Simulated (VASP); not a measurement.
**VASP inputs for SiGe (ordered alloy on diamond lattice)**

INCAR

```
ENCUT = 520
ISMEAR = 0
LCHARG = .FALSE.
LASPH = .TRUE.
PREC = Accurate
LREAL = .FALSE.
LWAVE = .FALSE.
NBANDS = 26
NSW = 0
SIGMA = 0.01
EDIFF = 1E-7
ISIF = 2
GGA = PS
IBRION = -1
NELM = 120
```

KPOINTS

```
KPOINTS created by Atomic Simulation Environment
0
Gamma
8 8 8
0 0 0
```

KPOINTS_OPT

```
special points
10
Reciprocal
0.0000000000 0.0000000000 0.0000000000 1
0.5000000000 0.0000000000 0.0000000000 1
0.5000000000 0.1874974922 -0.1874974922 1
0.8125025078 0.5000000000 0.1874974922 1
0.5000000000 0.5000000000 0.5000000000 1
0.3437487461 0.0000000000 -0.3437487461 1
0.6562512539 0.3437487461 0.0000000000 1
0.5000000000 0.5000000000 0.0000000000 1
0.6562512539 0.6562512539 0.1874974922 1
0.2500000000 -0.3750000000 -0.3750000000 1
```

POSCAR

```
Si Ge
 1.0000000000000000
     1.9627184948948120    1.1331760513709761    6.4105976047323665
    -1.9627184948948120    1.1331760513709761    6.4105976047323665
     0.0000000000000000   -2.2663521027419535    6.4105976047323665
 Si  Ge
   2   2
Cartesian
  0.0000000000000000 -0.0000000000000002  3.5794009275973888
  0.0000000000000001 -0.0000000000000010 15.6523918865997125
 -0.0000000000000000 -0.0000000000000010 13.2502624013668218
  0.0000000000000000 -0.0000000000000006  5.9815304128302751
```

VASP ran with the recommended PBE PAW datasets (36 valence electrons in the cell).

Estimate the main results of this run.

gap between bands v and c 0.37 eV; least direct gap 0.45 eV; pressure -0.3 GPa; largest force 0.02 eV/Å.

Band v is the last that the valence electrons fill when counted band by band, and c is the next. Levels in eV from the top of v:

```tsv
point	v−1	v	c	c+1
Γ	0.00	0.00	0.45	1.64
L	-2.61	-2.23	0.93	1.70
B1	-2.56	-2.53	1.56	1.67
B	-2.56	-2.53	1.56	1.67
Z	-0.62	-0.62	1.17	1.26
X	-2.80	-2.41	1.22	2.99
Q	-2.80	-2.41	1.22	2.99
F	-1.42	-1.37	0.47	0.53
```
